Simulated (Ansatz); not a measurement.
## CdF2 and the effect of the strain (εxx = s, εyy = s)

```xyz
3
Lattice="0.0000 2.6940 2.6940 2.6940 0.0000 2.6940 2.6940 2.6940 0.0000" Properties=species:S:1:pos:R:3 pbc="T T T"
Cd    0.0000    0.0000    0.0000
F     4.0410    4.0410    4.0410
F     1.3470    1.3470    1.3470
```

Kept alike: task single point; functional PBEsol; k mesh 7 × 7 × 7; occupations fermi-dirac, width 0.05 eV; no spin polarisation. Program: Ansatz, Ansatz PAW, cutoff 420 eV. The mesh is that of the run's cell of 3 atoms. No spin-orbit coupling.

```csv
s,free energy over the lowest row (meV/atom)
-0.04,34.63
-0.02,7.85
-0.01,1.73
0,0.00
0.01,2.45
0.02,8.64
0.04,31.22
```

The cell shown is the unstrained one; x, y and z are its Cartesian axes; atoms keep their fractions. All rows use potentials made for PBE.

**Question.** What does the strain (εxx = s, εyy = s) change here?

**Answer.** The free energy is lowest at 0, and 34.63 meV an atom higher at -0.04.
